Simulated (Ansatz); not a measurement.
# HfN (Fm-3m) in Ansatz: a series of runs

The runs below take HfN through single point, equation of state, with PBEsol.

All numbers are computed with Ansatz 0.2.0; they aren't measurements. Logs are shortened: lines on timing, memory, paths and dates and some standing lists are left out, and cuts for length are marked.

## Step 1: Starting point

It takes space group Fm-3m (No. 225, cubic). The conventional cell has a = 4.512 Å, b = 4.512 Å, c = 4.512 Å, α = 90.00°, β = 90.00°, γ = 90.00°. Around Hf (site symmetry m-3m) lie 6 N at 2.26 Å. Around N (site symmetry m-3m) lie 6 Hf at 2.26 Å.

## Step 2: Single point, PBEsol, 10.79 Å³/atom (volume scaled by 0.94)

The input, input.yaml:

```yaml
crystal:
  lattice:
    - [0.0, 2.2099462613, 2.2099462613]
    - [2.2099462613, 0.0, 2.2099462613]
    - [2.2099462613, 2.2099462613, 0.0]
  atoms:
    - { symbol: Hf, position: [0.0, 0.0, 0.0] }
    - { symbol: "N", position: [0.5, 0.5, 0.5] }
kpoints:
  mp_grid: { grid: [10, 10, 10] }
scf:
  occupations: { method: fermi_dirac, width: 0.05 }
hamiltonian:
  xc: pbesol
  pseudopotentials: { kind: all_electron, lapw: { basis_error: 0.001 } }
output:
  forces: true
  stress: true
  eigenvalues: true
```

Potentials or basis: all-electron LAPW, scalar-relativistic.

The run is started by

```sh
> ansatz run input.yaml --threads 1 --pin off --max-ram 3072MiB --backend cpu --events-out ev --progress --plain --runs-dir out
```

Output:

```text
Warning: RAYON_NUM_THREADS=1 ignored (pool sized by the plan → 1); use --threads N
LAPW: plane waves up to 9.716 Å⁻¹, error target 1.0e-3 eV per atom; small_component_spin mean_spin; N in spheres of 0.931 Å, 7 of its electrons in bands, Dirac shells []; Hf in spheres of 1.279 Å, 42 of its electrons in bands, Dirac shells [] (how accurate: hamiltonian.pseudopotentials.lapw.basis_error, Limitations)
Engine: ansatz 0.2.0, x86_64-unknown-linux-gnu
Pseudopotentials: kind: all_electron
Pseudopotential: Hf, LAPW, valence charge 42, lapw/all_electron/scalar/gaussian/Hf, Koelling and Harmon's equation, gaussian nucleus
Pseudopotential: N, LAPW, valence charge 7, lapw/all_electron/scalar/gaussian/N, Koelling and Harmon's equation, gaussian nucleus
Functional definition: PBEsol
  exchange = pbesol_x
  correlation = pbesol_c
Crystal: 2 atoms, lattice volume = 21.586 Å³
Basis set: ecut = 359.6953159069383 eV, 331 PW (Γ), exchange–correlation at level 2
Bands: 30, of which v1, the nominal top of the filled ones, is band 25 counted from 1 (24 counted from 0)
Symmetry: 48 space group operations
Space group: Fm-3m (ITA 225), of the structure as read, at distance tolerance 2.8e-5 Å
k-points: 47 of 1000
Non-local potential: Hf, projectors of the file, none
Non-local potential: N, projectors of the file, none
Initial density: superposition of atomic densities (chi_scale 0.1, normalization cell, long waves kept (reshape's long-wave potential 0.00 eV rms))
Initial wavefunctions: plane waves of lowest kinetic energy (no species holds an atomic orbital)
Functional: x = pbesol(κ = 0.804, μ = 0.12345679012345678), c = pbesol(β = 0.046)
iter 1 solved again at ethr=8.88e-3 eV; its pass at ethr=1.00e-1 eV (dr2=4.35e0 eV) is discarded
SCF iter   1: F=—  HF=-411617.087089 eV  |F-HF|=—  |Δ(HF+E_count)|=         —  Δρ=1.28e-1  dr2=4.35e0  ethr=8.88e-3  ⟨swp⟩=2.0  Hψ=8817  notcnv=0
preconditioner: auto → none  [insulator: Δε(μ)=0.141 eV  Ē_g=19.508 eV  σ=0.050 eV  W_gap=0.52  n_scr=14 (ndim 8)  ℏωp=43.0 eV  f_vac=0.000  D(μ)=0.34/eV (n_scr^D=0)  ε∞_Penn≈5.9]
SCF iter   2: F=—  HF=-411616.115629 eV  |F-HF|=—  |Δ(HF+E_count)|=   9.71e-1  Δρ=7.34e-2  dr2=1.23e0  ethr=8.88e-3  ⟨swp⟩=3.0  Hψ=4228  notcnv=0
iter 3 solved again at ethr=9.87e-5 eV; its pass at ethr=2.52e-3 eV (dr2=4.84e-2 eV) is discarded
SCF iter   3: F=—  HF=-411615.236701 eV  |F-HF|=—  |Δ(HF+E_count)|=   8.79e-1  Δρ=1.41e-2  dr2=4.84e-2  ethr=9.87e-5  ⟨swp⟩=2.0  Hψ=7450  notcnv=0
SCF iter   4: F=—  HF=-411615.228387 eV  |F-HF|=—  |Δ(HF+E_count)|=         —  Δρ=1.95e-3  dr2=6.57e-4  ethr=9.87e-5  ⟨swp⟩=2.0  Hψ=4260  notcnv=0
the basis was enlarged: its passes take 255.8 KiB over the memory plan, 1 of 1 planned eigensolver slots
SCF iter   5: F=—  HF=-411615.223465 eV  |F-HF|=—  |Δ(HF+E_count)|=   4.92e-3  Δρ=2.21e-3  dr2=1.35e-3  ethr=1.34e-6  ⟨swp⟩=2.9  Hψ=4295  notcnv=0
SCF iter   6: F=—  HF=-411615.222858 eV  |F-HF|=—  |Δ(HF+E_count)|=   6.07e-4  Δρ=2.69e-4  dr2=1.81e-5  ethr=1.34e-6  ⟨swp⟩=2.1  Hψ=4222  notcnv=0
SCF iter   7: F=—  HF=-411615.222855 eV  |F-HF|=—  |Δ(HF+E_count)|=   2.47e-6  Δρ=2.30e-5  dr2=3.68e-8  ethr=3.70e-8  ⟨swp⟩=2.0  Hψ=4211  notcnv=0
SCF iter   8: F=-411615.222855 eV  HF=-411615.222855 eV  |F-HF|=8.73e-10  |Δ(HF+E_count)|=   9.28e-8  Δρ=2.27e-6  dr2=5.55e-10  ethr=7.52e-11  ⟨swp⟩=2.9  Hψ=4290  notcnv=0
SCF 1 converged in 8 iterations: F = -411615.222855 eV  dr2 = 5.55e-10
SCF converged after 8 iterations
Free energy (F): -411615.222855 eV
Harris-Foulkes:  -411615.222855 eV  (|F-HF|=8.73e-10)
Internal energy: -411615.216911 eV  (E = F + TS)
E sigma→0 (E₀):  -411615.219883 eV
Entropy (-TS):   -0.005945 eV (-2.972 meV/atom)
Fermi energy:    25.769268 eV
--- Per-component energies (eV) ---
  E_band       = -4301.722290
  E_kinetic    = 457792.556427
  E_xc         = -8477.020084
  E_electrostatic = -860930.753254  (all electrons and nuclei)
  E_smearing   = -0.005945  (= −TS)
  E_closure    = 0.000000  (closes the sum)
  E_atoms      = -411595.030029  (free atoms, spherical and without spin; not in F)
  Σ components = -411615.222855   (vs F -411615.222855, Δ=0.00e0)
  Basis errors (estimates in eV, not in F): energy 3.3e-4 per atom: plane waves 3.0e-4 (1.7e-4 summed), levels above the bands 2.9e-85, relativity 3.8e-8, radial functions 2.9e-5, core shells 8.6e-7; eigenvalues (radial functions only) 6.7e-6; not estimated: angular momenta, meshes, grids; target (lapw.basis_error) 1.0e-3; muffin-tin radii N 0.931 Å, Hf 1.279 Å
--- Forces (eV/Å), atoms counted from 1 ---
  atom   1  Hf    -0.00000000     0.00000000    -0.00000000
  atom   2  N      0.00000000    -0.00000000    -0.00000000
  max |Σ_I F_I| component: 1.03e-29 eV/Å
--- Stress (GPa, compression-positive) ---
       17.619340       0.000000      -0.000000
        0.000000      17.619340       0.000000
       -0.000000       0.000000      17.619340
  P = ⅓ Tr σ = 17.6193 GPa (176.193 kbar)
--- Band table (eV; the first three rows and the last of 47) ---
  k-point 0: bands = ["-350.3852", "-347.7543", "-347.7543", "-347.7543", "-175.8381", "-175.8381", "-175.8353", "-175.8353", "-175.8353", "-36.7284", "-5.1003", "-5.1003", "-5.1003", "7.8846", "13.3295", "13.3295", "13.3295", "13.3783", "13.5028", "13.5028", "13.5028", "22.7837", "22.7837", "22.7837", "25.2869", "25.2869", "25.2869", "27.8035", "27.8035", "28.1500"]
  k-point 1: bands = ["-350.3852", "-347.7543", "-347.7543", "-347.7543", "-175.8381", "-175.8381", "-175.8353", "-175.8353", "-175.8353", "-36.7204", "-5.2324", "-5.1106", "-5.1106", "8.1458", "13.3309", "13.3401", "13.3401", "13.3844", "13.4939", "13.4939", "13.5031", "21.8083", "22.1533", "22.1533", "25.5813", "25.6502", "25.6502", "28.6284", "28.6284", "28.8351"]
  k-point 2: bands = ["-350.3852", "-347.7543", "-347.7543", "-347.7543", "-175.8381", "-175.8381", "-175.8353", "-175.8353", "-175.8353", "-36.6993", "-5.5617", "-5.1374", "-5.1374", "8.8361", "13.3442", "13.3692", "13.3692", "13.4020", "13.4722", "13.4722", "13.5041", "20.0491", "21.0265", "21.0265", "26.0468", "26.5428", "26.5428", "30.2781", "30.4578", "30.4578"]
  k-point 46: bands = ["-350.3852", "-347.7543", "-347.7543", "-347.7543", "-175.8381", "-175.8381", "-175.8353", "-175.8353", "-175.8353", "-36.6158", "-5.9058", "-5.7144", "-5.5424", "9.6183", "13.3943", "13.4103", "13.4175", "13.4437", "13.4464", "13.4769", "13.5097", "19.5678", "20.1562", "20.2428", "25.7157", "28.2211", "31.7410", "31.7932", "32.6558", "36.5836"]
```

Run time: 19 s. Hardware: 1 thread of AMD EPYC 7R13 (Zen 3), shared host; peak memory 0.36 GiB.

Results:

```
Free energy            : -411615.2229 eV
Pressure               : 17.6 GPa
Band gap on the k mesh : none (metal or under the smearing width)
```

## Step 3: Single point, PBEsol, 11.02 Å³/atom (volume scaled by 0.96)

Edit input.yaml of step 2 so:

```diff
@@ -2,5 +2,5 @@
   lattice:
-    - [0.0, 2.2099462613, 2.2099462613]
-    - [2.2099462613, 0.0, 2.2099462613]
-    - [2.2099462613, 2.2099462613, 0.0]
+    - [0.0, 2.2255097759, 2.2255097759]
+    - [2.2255097759, 0.0, 2.2255097759]
+    - [2.2255097759, 2.2255097759, 0.0]
   atoms:
```

Potentials or basis: all-electron LAPW, scalar-relativistic.

The run is started by

```sh
> ansatz run input.yaml --threads 1 --pin off --max-ram 3072MiB --backend cpu --events-out ev --progress --plain --runs-dir out
```

It took 20 s on 1 thread of AMD EPYC 7R13 (Zen 3), shared host; peak memory 0.38 GiB.

Results (log left out):

```
Free energy            : -411615.2629 eV
Pressure               : 10.4 GPa
Band gap on the k mesh : none (metal or under the smearing width)
```

## Step 4: Single point, PBEsol, 11.25 Å³/atom (volume scaled by 0.98)

Edit input.yaml of step 3 so:

```diff
@@ -2,5 +2,5 @@
   lattice:
-    - [0.0, 2.2255097759, 2.2255097759]
-    - [2.2255097759, 0.0, 2.2255097759]
-    - [2.2255097759, 2.2255097759, 0.0]
+    - [0.0, 2.2408586042, 2.2408586042]
+    - [2.2408586042, 0.0, 2.2408586042]
+    - [2.2408586042, 2.2408586042, 0.0]
   atoms:
```

The run is started by

```sh
> ansatz run input.yaml --threads 1 --pin off --max-ram 3072MiB --backend cpu --events-out ev --progress --plain --runs-dir out
```

It took 12 s on 1 thread of AMD EPYC 7R13 (Zen 3), shared host; peak memory 0.37 GiB.

It converged, with:

```yaml
Free_energy: -411615.2833 eV
Pressure: 3.9 GPa
Band_gap_on_the_k_mesh: none (metal or under the smearing width)
```

## Step 5: Single point, PBEsol, 11.48 Å³/atom

Edit input.yaml of step 4 so:

```diff
@@ -2,5 +2,5 @@
   lattice:
-    - [0.0, 2.2408586042, 2.2408586042]
-    - [2.2408586042, 0.0, 2.2408586042]
-    - [2.2408586042, 2.2408586042, 0.0]
+    - [0.0, 2.256, 2.256]
+    - [2.256, 0.0, 2.256]
+    - [2.256, 2.256, 0.0]
   atoms:
```

The run is started by

```sh
> ansatz run input.yaml --threads 1 --pin off --max-ram 3072MiB --backend cpu --events-out ev --progress --plain --runs-dir out
```

Wall time 11 s (1 thread of AMD EPYC 7R13 (Zen 3), shared host); peak memory 0.37 GiB.

It converged, with:

| Property | Result |
| --- | --- |
| Free energy | -411615.2861 eV |
| Pressure | -1.9 GPa |
| Band gap on the k mesh | none (metal or under the smearing width) |

## Step 6: Single point, PBEsol, 11.71 Å³/atom (volume scaled by 1.02)

Edit input.yaml of step 5 so:

```diff
@@ -2,5 +2,5 @@
   lattice:
-    - [0.0, 2.256, 2.256]
-    - [2.256, 0.0, 2.256]
-    - [2.256, 2.256, 0.0]
+    - [0.0, 2.2709408328, 2.2709408328]
+    - [2.2709408328, 0.0, 2.2709408328]
+    - [2.2709408328, 2.2709408328, 0.0]
   atoms:
```

Potentials or basis: all-electron LAPW, scalar-relativistic.

The run is started by

```sh
> ansatz run input.yaml --threads 1 --pin off --max-ram 3072MiB --backend cpu --events-out ev --progress --plain --runs-dir out
```

Wall time 9.7 s (1 thread of AMD EPYC 7R13 (Zen 3), shared host); peak memory 0.38 GiB.

Results (log left out):

```yaml
Free_energy: -411615.2731 eV
Pressure: -7.1 GPa
Band_gap_on_the_k_mesh: none (metal or under the smearing width)
```

## Step 7: Single point, PBEsol, 11.94 Å³/atom (volume scaled by 1.04)

Edit input.yaml of step 6 so:

```diff
@@ -2,5 +2,5 @@
   lattice:
-    - [0.0, 2.2709408328, 2.2709408328]
-    - [2.2709408328, 0.0, 2.2709408328]
-    - [2.2709408328, 2.2709408328, 0.0]
+    - [0.0, 2.285687615, 2.285687615]
+    - [2.285687615, 0.0, 2.285687615]
+    - [2.285687615, 2.285687615, 0.0]
   atoms:
```

The run is started by

```sh
> ansatz run input.yaml --threads 1 --pin off --max-ram 3072MiB --backend cpu --events-out ev --progress --plain --runs-dir out
```

It took 13 s on 1 thread of AMD EPYC 7R13 (Zen 3), shared host; peak memory 0.36 GiB.

The run converged. Its results:

* Free energy: -411615.2458 eV
* Pressure: -11.8 GPa
* Band gap on the k mesh: none (metal or under the smearing width)

## Step 8: Single point, PBEsol, 12.17 Å³/atom (volume scaled by 1.06)

Edit input.yaml of step 7 so:

```diff
@@ -2,5 +2,5 @@
   lattice:
-    - [0.0, 2.285687615, 2.285687615]
-    - [2.285687615, 0.0, 2.285687615]
-    - [2.285687615, 2.285687615, 0.0]
+    - [0.0, 2.3002465274, 2.3002465274]
+    - [2.3002465274, 0.0, 2.3002465274]
+    - [2.3002465274, 2.3002465274, 0.0]
   atoms:
```

The run is started by

```sh
> ansatz run input.yaml --threads 1 --pin off --max-ram 3072MiB --backend cpu --events-out ev --progress --plain --runs-dir out
```

It took 13 s on 1 thread of AMD EPYC 7R13 (Zen 3), shared host; peak memory 0.37 GiB.

The run converged. Its results:

```
Free energy            : -411615.2058 eV
Pressure               : -16.0 GPa
Band gap on the k mesh : none (metal or under the smearing width)
```

## Step 9: Equation of state, PBEsol

Potentials or basis: all-electron LAPW, scalar-relativistic.

No new run: the results of the series are fitted here.

What came out:

```
Equilibrium volume                      : 11.41 Å³/atom
Bulk modulus                            : 284 GPa
Pressure derivative of the bulk modulus : 4.3
```

Energy against volume, from the lowest point:
| volume (Å³/atom) | energy (meV/atom) |
| --- | --- |
| 10.793 | 31.62 |
| 11.023 | 11.62 |
| 11.252 | 1.41 |
| 11.482 | 0.00 |
| 11.712 | 6.50 |
| 11.941 | 20.12 |
| 12.171 | 40.14 |
